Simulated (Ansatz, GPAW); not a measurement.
# benzoquinonedithiol between two Pd chains: relaxation, then transmission at several levels, part 3 of 3

Wanted: T(E) of benzoquinonedithiol between two Pd chains at a relaxed geometry in two programs, beside the unrelaxed structure.

GPAW 26.7.0 and Ansatz 0.2.0; Ansatz plane waves; relaxation of the junction with the lead ends held (the session's first sound run).

So far, transmission at the Fermi level (one spin): step 3 (plane-wave reference (PBE)) 0.396; step 5 (GPAW, szp: basis = "szp(dzp)", PBE, GPAW) 0.0857; step 6 (minimal basis, PBE, GPAW) 0.0338; step 7 (RPBE in the dzp basis: xc = "RPBE") 0.278; step 8 (the structure as built: geometry = "as built", PBE, GPAW) 0.748.

### Step 10. The levels side by side (continued)

Transmission, zone mean, sum over the listed spins against energy, zero at the Fermi level:

| energy (eV) | pw-pbe | dzp | szp | sz | dzp-RPBE | asbuilt |
| --- | --- | --- | --- | --- | --- | --- |
| -2.000 | 0.00845 | 0.00709 | 0.0103 | 0.00766 | 0.00719 | 0.0109 |
| -1.900 | 0.286 | 0.0676 | 0.291 | 0.972 | 0.0507 | 0.0178 |
| -1.875 | 0.995 | 0.320 | 0.963 | 0.914 | 0.228 | 0.0204 |
| -1.800 | 0.674 | 0.787 | 0.409 | 0.150 | 0.801 | 0.0323 |
| -1.750 | 1.02 | 1.02 | 0.132 | 0.0719 | 1.02 | 0.0458 |
| -1.600 | 0.184 | 0.170 | 0.0808 | 0.0513 | 0.163 | 0.146 |
| -1.400 | 0.245 | 0.190 | 0.150 | 0.0985 | 0.189 | 0.470 |
| -1.200 | 0.325 | 0.288 | 0.0913 | 0.156 | 0.276 | 0.411 |
| -1.000 | 0.0567 | 0.111 | 0.00669 | 0.0324 | 0.0958 | 0.221 |
| -0.800 | 0.0772 | 0.0813 | 0.0191 | 0.00904 | 0.0832 | 0.775 |
| -0.675 | 0.980 | 0.413 | 0.182 | 0.0747 | 0.411 | 0.418 |
| -0.625 | 0.333 | 0.786 | 1.08 | 0.127 | 0.707 | 0.974 |
| -0.600 | 0.339 | 0.355 | 0.462 | 0.222 | 0.304 | 1.04 |
| -0.400 | 0.388 | 0.210 | 0.206 | 0.114 | 0.214 | 1.14 |
| -0.300 | 1.73 | 1.67 | 1.14 | 1.18 | 1.64 | 1.15 |
| -0.275 | 1.48 | 1.63 | 0.956 | 1.26 | 1.49 | 1.14 |
| -0.200 | 0.559 | 0.623 | 0.725 | 0.940 | 0.598 | 1.12 |
| -0.025 | 0.920 | 0.834 | 0.280 | 0.0644 | 0.745 | 0.850 |
| 0.000 | 0.396 | 0.323 | 0.0857 | 0.0338 | 0.278 | 0.748 |
| 0.200 | 0.00673 | 0.00596 | 0.00299 | 0.00228 | 0.00582 | 0.0262 |
| 0.400 | 0.00323 | 0.00279 | 0.00161 | 9.8e-4 | 0.00262 | 0.00356 |
| 0.600 | 0.00204 | 0.00169 | 0.00113 | 5.7e-4 | 0.00158 | 7.0e-4 |
| 0.800 | 0.00133 | 0.00105 | 8.2e-4 | 3.3e-4 | 9.8e-4 | 9.5e-5 |
| 1.000 | 8.3e-4 | 6.2e-4 | 5.5e-4 | 1.6e-4 | 5.7e-4 | 8.1e-7 |
| 1.200 | 4.7e-4 | 3.2e-4 | 3.3e-4 | 5.1e-5 | 2.8e-4 | 7.6e-5 |
| 1.400 | 2.1e-4 | 1.1e-4 | 1.6e-4 | 1.8e-6 | 9.4e-5 | 2.2e-4 |
| 1.600 | 4.2e-5 | 7.1e-6 | 4.4e-5 | 2.4e-5 | 3.2e-6 | 4.0e-4 |
| 1.800 | 8.8e-6 | 4.4e-5 | 3.4e-8 | 1.4e-4 | 5.7e-5 | 5.9e-4 |
| 2.000 | 2.1e-4 | 3.3e-4 | 6.7e-5 | 3.8e-4 | 3.7e-4 | 8.0e-4 |

### Step 11. K-points along the lead 4, potential alignment off

The lead's own mesh along the current sets its density and potential; where the lead is aligned to the junction's end layer, a rigid shift drops out. Without the shift, lead and junction are matched by their Fermi levels alone.

This step: GPAW LCAO, PAW setups; Landauer transmission from Green's functions with principal layers (ASE), zero bias (GPAW 26.7.0).

run.py reads:

```python
import json
import numpy as np
from ase import Atoms
from ase.transport.calculators import TransportCalculator
from gpaw import GPAW, FermiDirac
from gpaw.lcao.tools import get_lcao_hamiltonian
from scipy.linalg import eigh

# The junction with lead layers at both ends, along the third cell vector
device = Atoms(
    ['Pd', 'Pd', 'Pd', 'Pd', 'Pd', 'Pd', 'Pd', 'Pd', 'S', 'H', 'C', 'C', 'C', 'O', 'O', 'C', 'C', 'C', 'H', 'S', 'Pd', 'Pd', 'Pd', 'Pd', 'Pd', 'Pd', 'Pd', 'Pd'],
    positions=[
        [5.91550, 4.50000, 1.25000],
        [5.91550, 4.50000, 3.75000],
        [5.91550, 4.50000, 6.25000],
        [5.91550, 4.50000, 8.75000],
        [5.91550, 4.50000, 11.25000],
        [5.91550, 4.50000, 13.75000],
        [5.64846, 4.49624, 16.28460],
        [6.52209, 4.51066, 18.76762],
        [4.97779, 4.49739, 20.37116],
        [7.73458, 4.51345, 21.70371],
        [5.60166, 4.50017, 21.99678],
        [6.90697, 4.50811, 22.41527],
        [4.51410, 4.49110, 23.05986],
        [3.32314, 4.48147, 22.75124],
        [8.50694, 4.51457, 24.13547],
        [7.31580, 4.50843, 23.82549],
        [4.92378, 4.49560, 24.47085],
        [6.22893, 4.50421, 24.88811],
        [4.09575, 4.49038, 25.18197],
        [6.85449, 4.50926, 26.51423],
        [5.31146, 4.51061, 28.11896],
        [6.18209, 4.49245, 30.60268],
        [5.91550, 4.50000, 33.13731],
        [5.91550, 4.50000, 35.63731],
        [5.91550, 4.50000, 38.13731],
        [5.91550, 4.50000, 40.63731],
        [5.91550, 4.50000, 43.13731],
        [5.91550, 4.50000, 45.63731]],
    cell=[[11.831, 0.0, 0.0], [0.0, 9.0, 0.0], [0.0, 0.0, 46.88731]],
    pbc=True)

# One principal layer of the lead: the first 5 atoms of the device
lead = Atoms(
    ['Pd', 'Pd', 'Pd', 'Pd', 'Pd'],
    positions=[
        [5.91550, 4.50000, 1.25000],
        [5.91550, 4.50000, 3.75000],
        [5.91550, 4.50000, 6.25000],
        [5.91550, 4.50000, 8.75000],
        [5.91550, 4.50000, 11.25000]],
    cell=[[11.831, 0.0, 0.0], [0.0, 9.0, 0.0], [0.0, 0.0, 12.5]],
    pbc=True)

settings = dict(mode='lcao', basis='dzp', xc='PBE', h=0.18,
                occupations=FermiDirac(0.1), maxiter=250,
                mixer=dict(beta=0.1, nmaxold=8, weight=100.0),
                convergence=dict(density=0.0001))
energies = np.arange(-2, 2 + 1e-9, 0.025)
eta = 0.0001
n1, n2 = 1, 1
# k and -k transmit alike, so half of the mesh across the current serves
mesh = [(i, j) for i in range(n1) for j in range(n2) if (i, j) <= (-i % n1, -j % n2)]
weights = np.array([1 if (i, j) == (-i % n1, -j % n2) else 2 for i, j in mesh]) / (n1 * n2)

# [... helper functions left out ...]
fermi_lead = ground_state(lead, (1, 1, 4), 'lead.txt')
fermi_device = ground_state(device, (1, 1, 2), 'device.txt')
# [... loop over the mesh left out, but for ...]
        # Lead and device are aligned by their Fermi levels alone
        shift = 0.0
# [...]
kT = 8.617333e-5 * 300
bias = [0.1, 0.2, 0.5, 1.0, 1.5, 2.0]
# [... integrals and printing left out ...]
```

Launch:

```bash
$ OMP_NUM_THREADS=1 OPENBLAS_NUM_THREADS=1 python run.py
```

The job ended after 19 min (1 thread of Arm Neoverse N1, shared host; peak memory 3.1 GiB).

The run finished with changed settings (lead_nz = 4 and align = false); it serves as a test.

The two runs compared:

| quantity | this run | sound run | difference |
| --- | --- | --- | --- |
| conductance (G₀) | 0.39982 | 0.39880 | 0.00102 |
| largest coupling past the next principal layer (eV) | 1.071e-4 | 1.071e-4 | 7.3e-9 |
| largest misfit of the first principal layer (eV) | 0.035782 | 0.039061 | -0.00328 |
| shift that aligns the lead (eV) | 0 | -0.0015368 | 0.00154 |
| transmission at the Fermi level (one spin) | 0.32521 | 0.32286 | 0.00235 |

### Step 12. Summary of results

- conductance: 0.399 G₀
- transmission at the Fermi level, mean of the spins: 0.323
- open channels of the lead there: 4

In the dzp basis the junction conducts 0.399 G₀ at 300 K, with T = 0.323 a spin at the Fermi level; no smaller basis tried comes within 10 % of that conductance. Relaxation moved atoms by up to 0.65 Å and took the conductance from 0.715 to 0.399 G₀, as a ratio a smaller change than the step from dzp to the minimal basis. The conductance differs from T at the Fermi level because it averages T(E) over the thermal window, about 0.09 eV wide, in which T changes. Plane waves (PBE) give T = 0.396 there. The scatterer reflects about 92 % of the incoming channels at the Fermi level. At the Fermi level two eigenchannels carry the current (0.30 and 0.020). Measured against the first run (pw-pbe), the nearest curve is that of dzp (r.m.s. 0.15) and the farthest that of asbuilt (0.32). Over the compared runs wall time goes from 618 s (sz) to 11627 s (pw-pbe), on a shared host; the plane-wave run used 4 threads and the orbital runs 1. The leads kept an estimated spacing and the cell its length, so the junction may be under some tension or compression. The run had no spin polarisation, so a magnetic state, which chains and small molecules with open shells often have, wasn't tested. Semilocal functionals put molecular levels too near the Fermi level, so such conductances usually come out too high, and chain electrodes have a sharper density of states than real ones. Energies count from the junction cell's Fermi level; in the run with T = 0.323 there, the aligned lead's own level lies at -0.0015 eV, where T interpolates to 0.342; the finite cell leaves the answer open by at least that much. An evenly spaced straight chain is an idealisation: free chains tend to dimerise, zigzag or, where a band edge lies near the Fermi level, turn magnetic. The currents use the zero-bias T(E) throughout, which holds only while the bias is small against the distance to the nearest feature. Within about eight thermal energies of the Fermi level ln T(E) bends sharply from one computed energy to the next, or the lead's channel count changes, so the thermal averages, above all the thermopower, rest on an interpolation that may be rough.

[Logs are printed without paths, hosts, clocks, repeated set-up lines and the standing remarks that a program may print on its own settings, such as how far it seeks lower states.]

[Hosts, paths, dates, database ids (printed as entryN), source tags and the programs' standing remarks are cut or masked in the printed files.]
